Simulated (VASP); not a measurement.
# TiC (Fm-3m) in VASP: relaxation of cell and atoms with LDA

Aim: the relaxation of cell and atoms of TiC with LDA.

All numbers are computed with VASP 6.6.1; they aren't measurements. Logs are shortened: lines on timing, memory, paths and dates and some standing lists are left out, and cuts for length are marked.

### 1 The crystal as given

The structure is cubic, space group Fm-3m (No. 225). The conventional cell has a = 4.330 Å, b = 4.330 Å, c = 4.330 Å, α = 90.00°, β = 90.00°, γ = 90.00°. Ti (site symmetry m-3m) has 6 C at 2.17 Å as nearest neighbours. C (site symmetry m-3m) is surrounded by 6 Ti at 2.17 Å.

The cell was built by a generator and needn't be a form met in nature.

### 2 Relaxation of cell and atoms, LDA

INCAR

```
  PREC = Accurate
  ENCUT = 600
  EDIFF = 1E-7
  ISMEAR = 1
  SIGMA = 0.2
  LREAL = False
  LASPH = True
  NELM = 100
  ALGO = Normal
  ISIF = 3
  LWAVE = False
  LCHARG = False
  GGA = CA
  IBRION = 2
  NSW = 60
  EDIFFG = -0.02
  KPAR = 4
```

KPOINTS

```
regular mesh
0
Gamma
  18 18 18
```

POSCAR

```
TiC
1.0
    0.0000000000      2.1650000000      2.1650000000
    2.1650000000      0.0000000000      2.1650000000
    2.1650000000      2.1650000000      0.0000000000
Ti C
1 1
Direct
    0.0000000000      0.0000000000      0.0000000000
    0.5000000000      0.5000000000      0.5000000000
```

Potentials or basis: VASP PAW LDA potentials, release 64 (Ti_sv, C).

On the command line:

```console
$ cat potpaw_LDA.64/Ti_sv/POTCAR potpaw_LDA.64/C/POTCAR > POTCAR
$ mpirun -np 4 vasp_std > vasp.out
```

OUTCAR:

```text
PREC = Accurate
   ENCUT = 600
   EDIFF = 1E-7
   ISMEAR = 1
   LREAL = False
   LASPH = True
   NELM = 100
   ISIF = 3
   GGA = CA
   IBRION = 2
   NSW = 60
   EDIFFG = -0.02

 ion  position               nearest neighbor table
   1  0.000  0.000  0.000-   2 2.17   2 2.17   2 2.17   2 2.17   2 2.17   2 2.17
   2  0.500  0.500  0.500-   1 2.17   1 2.17   1 2.17   1 2.17   1 2.17   1 2.17

  LATTYP: Found a face centered cubic cell.
 ALAT       =     4.3300000000

  Lattice vectors:

 A1 = (   0.0000000000,   2.1650000000,   2.1650000000)
 A2 = (   2.1650000000,   0.0000000000,   2.1650000000)
 A3 = (   2.1650000000,   2.1650000000,   0.0000000000)

Analysis of symmetry for initial positions (statically):
=====================================================================
 Subroutine PRICEL returns:
 Original cell was already a primitive cell.

 Routine SETGRP: Setting up the symmetry group for a
 face centered cubic supercell.

 Subroutine GETGRP returns: Found 48 space group operations
 (whereof 48 operations were pure point group operations)
 out of a pool of 48 trial point group operations.

The static configuration has the point symmetry O_h .

Analysis of symmetry for dynamics (positions and initial velocities):
=====================================================================
 Subroutine PRICEL returns:
 Original cell was already a primitive cell.

 Routine SETGRP: Setting up the symmetry group for a
 face centered cubic supercell.

 Subroutine GETGRP returns: Found 48 space group operations
 (whereof 48 operations were pure point group operations)
 out of a pool of 48 trial point group operations.

The dynamic configuration has the point symmetry O_h .

 Subroutine INISYM returns: Found 48 space group operations
 (whereof 48 operations are pure point group operations),
 and found     1 'primitive' translations

----------------------------------------------------------------------------------------

                                     Primitive cell

  volume of cell :      20.2957

  direct lattice vectors                    reciprocal lattice vectors
     0.000000000  2.165000000  2.165000000    -0.230946882  0.230946882  0.230946882
     2.165000000  0.000000000  2.165000000     0.230946882 -0.230946882  0.230946882
     2.165000000  2.165000000  0.000000000     0.230946882  0.230946882 -0.230946882

  length of vectors
     3.061772363  3.061772363  3.061772363     0.400011734  0.400011734  0.400011734

  position of ions in fractional coordinates (direct lattice)
     0.000000000  0.000000000  0.000000000
     0.500000000  0.500000000  0.500000000

  ion indices of the primitive-cell ions
   primitive index   ion index
                 1           1
                 2           2

----------------------------------------------------------------------------------------

 KPOINTS: regular mesh

Automatic generation of k-mesh.
 Grid dimensions read from file:
 generate k-points for:   18   18   18

 Generating k-lattice:

  Cartesian coordinates                     Fractional coordinates (reciprocal lattice)
    -0.012830382  0.012830382  0.012830382     0.055555556  0.000000000  0.000000000
     0.012830382 -0.012830382  0.012830382     0.000000000  0.055555556  0.000000000
     0.012830382  0.012830382 -0.012830382     0.000000000  0.000000000  0.055555556

  Length of vectors
     0.022222874  0.022222874  0.022222874

  Shift w.r.t. Gamma in fractional coordinates (k-lattice)
     0.000000000  0.000000000  0.000000000

 Subroutine IBZKPT returns following result:
 ===========================================

 Found    195 irreducible k-points:

 Following reciprocal coordinates:
            Coordinates               Weight
  0.000000  0.000000  0.000000      1.000000
  0.055556  0.000000  0.000000      8.000000
  0.111111  0.000000  0.000000      8.000000
  0.166667  0.000000  0.000000      8.000000
  0.222222  0.000000  0.000000      8.000000
  0.277778  0.000000  0.000000      8.000000
[... 16 lines left out ...]
 -0.277778  0.055556  0.000000     24.000000
 -0.222222  0.055556  0.000000     24.000000
 [... further k-points ...]
   k-points           NKPTS =    195   k-points in BZ     NKDIM =    195   number of bands    NBANDS=     12
   number of dos      NEDOS =    301   number of ions     NIONS =      2
   total plane-waves  NPLWV =  13824
   dimension x,y,z NGX =    24 NGY =   24 NGZ =   24
   dimension x,y,z NGXF=    48 NGYF=   48 NGZF=   48
   ions per type =               1   1
   NGX,Y,Z   is equivalent  to a cutoff of  13.03, 13.03, 13.03 a.u.
   NGXF,Y,Z  is equivalent  to a cutoff of  26.06, 26.06, 26.06 a.u.
 SYSTEM =  unknown system
   PREC   = accura    normal or accurate (medium, high low for compatibility)
   ISTART =      0    job   : 0-new  1-cont  2-samecut
   ICHARG =      2    charge: 1-file 2-atom 10-const
   ISPIN  =      1    spin polarized calculation?
   LNONCOLLINEAR =      F non collinear calculations
   LSORBIT =      F    spin-orbit coupling
   LASPH  =      T    aspherical Exc in radial PAW
   ENCUT  =  600.0 eV  44.10 Ry    6.64 a.u.   6.12  6.12  6.12*2*pi/ulx,y,z
   NELM   =    100;   NELMIN=  2; NELMDL= -5     # of ELM steps
   EDIFF  = 0.1E-06   stopping-criterion for ELM
   LREAL  =      F    real-space projection
   EDIFFG = -.2E-01   stopping-criterion for IOM
   NSW    =     60    number of steps for IOM
   IBRION =      2    ionic relax: 0-MD 1-quasi-New 2-CG
   NFREE  =      1    steps in history (QN), initial steepest desc. (CG)
   ISIF   =      3    stress and relaxation
   ISYM   =      2    0-nonsym 1-usesym 2-fastsym
   POTIM  = 0.5000    time-step for ionic-motion
   TEBEG  =    0.0;   TEEND  =   0.0 temperature during run
   PSTRESS=    0.0 pullay stress
   NELECT =      16.0000    total number of electrons
   NUPDOWN=      -1.0000    fix difference up-down
   EMIN   =  10.00;   EMAX   =-10.00  energy-range for DOS
   EFERMI =   0.00;   METHOD = LEGACY
   ISMEAR =     1;   SIGMA  =   0.20  broadening in eV -4-tet -1-fermi 0-gaus
   EFERMI_NEDOS =   21; number of points for ismear=-14 and -15
   IALGO  =     38    algorithm
   IMIX   =      4    mixing-type and parameters
     AMIX     =   0.40;   BMIX     =  1.00
     AMIX_MAG =   1.60;   BMIX_MAG =  1.00
  volume/ion in A,a.u.               =      10.15        68.48
  Fermi-wavevector in a.u.,A,eV,Ry     =   1.512331  2.857892 31.118508  2.287146
  Thomas-Fermi vector in A             =   2.622270
   LORBIT       =      0    0 simple, 1 ext, 2 COOP (PROOUT), +10 PAW based schemes
   GGA     = CA    functional components
   LHFCALC =     F    Hartree Fock is set to
   AEXX    =    0.0000 exact exchange contribution
   IVDW    =     0    specifies the selected vdW correction
   LEPSILON=     F    determine dielectric tensor
   LRPA    =     F    only Hartree local field effects (RPA)
 conjugate gradient relaxation of ions
 non-spin polarized calculation
 Methfessel and Paxton  Order N= 1 SIGMA  =   0.20
  energy-cutoff  :      600.00
  volume of cell :       20.30
 maximum number of plane-waves:       700
   NGX = 13   NGY = 13   NGZ = 13

--------------------------------------- Ionic step        1  -------------------------------------------

 number of electron      16.0000000 magnetization

 Free energy of the ion-electron system (eV)
  ---------------------------------------------------
  ext. energy  EPLUGINS =         0.00000000
  ---------------------------------------------------
  free energy    TOTEN  =       -20.50576408 eV

  energy without entropy =      -20.50565132  energy(sigma->0) =      -20.50572649

------------------------ aborting loop because EDIFF is reached ----------------------------------------

  FORCE on cell =-STRESS in cart. coord.  units (eV):
  Direction    XX          YY          ZZ          XY          YZ          ZX
  --------------------------------------------------------------------------------------
  -------------------------------------------------------------------------------------
  Total       -1.4963462     -1.4963462     -1.4963462      0.0000000      0.0000000      0.0000000
  in kB     -118.1242277   -118.1242277   -118.1242277      0.0000000      0.0000000      0.0000000
  external PRESSURE =    -118.1242277 kB  Pullay stress =       0.0000000 kB
[... 21 lines left out ...]
  energy  without entropy=      -20.5056513207  energy(sigma->0) =      -20.50572649

--------------------------------------- Ionic step        2  -------------------------------------------

 number of electron      15.9999996 magnetization

 E-fermi :  10.6098     XC(G=0): -13.5577

 val. band max:       10.6074392818   @ k =  -0.0556   0.0556   0.0000
 cond. band min:      10.6295779457   @ k =   0.1111   0.1111   0.0000
 fundamental gap:      0.0221386639
 Fermi energy:        10.6098300034

 k-point     1 :       0.0000    0.0000    0.0000
  band No.  band energies     occupation
      1     -44.9649      2.00000
      2     -21.2921      2.00000
      3     -21.2921      2.00000
      4     -21.2921      2.00000
      5      -2.1000      2.00000
      6      11.2666     -0.00004
      7      11.2666     -0.00004
      8      11.2666     -0.00004
      9      12.4404     -0.00000
     10      12.4404     -0.00000
     11      12.4404     -0.00000
     12      12.5590     -0.00000
[... 378 lines left out ...]
  energy  without entropy=      -20.4685587553  energy(sigma->0) =      -20.46864569

--------------------------------------- Ionic step        3  -------------------------------------------

 number of electron      16.0000003 magnetization

 Free energy of the ion-electron system (eV)
  ---------------------------------------------------
  ext. energy  EPLUGINS =         0.00000000
  ---------------------------------------------------
  free energy    TOTEN  =       -20.54093232 eV

  energy without entropy =      -20.54077552  energy(sigma->0) =      -20.54088005

 E-fermi :   9.7913     XC(G=0): -13.2173

 val. band max:        9.7648758566   @ k =   0.4444   0.4444   0.0000
 cond. band min:       9.8225200948   @ k =  -0.0556   0.0556   0.0000
 fundamental gap:      0.0576442381
 Fermi energy:         9.7912960210

 k-point     1 :       0.0000    0.0000    0.0000
  band No.  band energies     occupation
      1     -45.9551      2.00000
      2     -22.3335      2.00000
      3     -22.3335      2.00000
      4     -22.3335      2.00000
      5      -2.6275      2.00000
      6      10.4382     -0.00005
      7      10.4382     -0.00005
      8      10.4382     -0.00005
      9      11.5415     -0.00000
     10      11.5415     -0.00000
     11      11.5415     -0.00000
     12      11.6043     -0.00000
[... 374 lines left out ...]
  FREE ENERGIE OF THE ION-ELECTRON SYSTEM (eV)
  ---------------------------------------------------
  free  energy   TOTEN  =       -20.5409323152 eV

  energy  without entropy=      -20.5407755218  energy(sigma->0) =      -20.54088005

 reached required accuracy - stopping structural energy minimisation
```

Run time: 17 s. Hardware: 4 MPI ranks of Intel Xeon 6975P-C (Granite Rapids), shared host; peak memory 0.18 GiB.

Results:

```yaml
Free_energy: -20.5409 eV
Relaxed_volume: 9.70 Å³/atom
Relaxed_cell: a = 3.016 Å, b = 3.016 Å, c = 3.016 Å, α = 60.00°, β = 60.00°, γ = 60.00°
Space_group_after_relaxing_to_0.05_Å: Fm-3m (No. 225)
Energy_gained_by_relaxing: 17.6 meV/atom
Ionic_steps: 3
Pressure_after_relaxing: -0.2 GPa
Band_gap_on_the_k_mesh: none (metal or under the smearing width)
```

The path:
```
step  energy change (eV)  largest force (eV/Å)  pressure (GPa)  volume (Å³)
   1              0.0000                0.0000          -11.81        20.30
   2              0.0371                0.0000           20.32        18.18
   3             -0.0352                0.0000           -0.20        19.39
```

Final structure:
```xyz
2
Lattice="0.0000 2.1324 2.1324 2.1324 0.0000 2.1324 2.1324 2.1324 0.0000" Properties=species:S:1:pos:R:3 pbc="T T T"
Ti    0.0000    0.0000    0.0000
C     2.1324    2.1324    2.1324
```
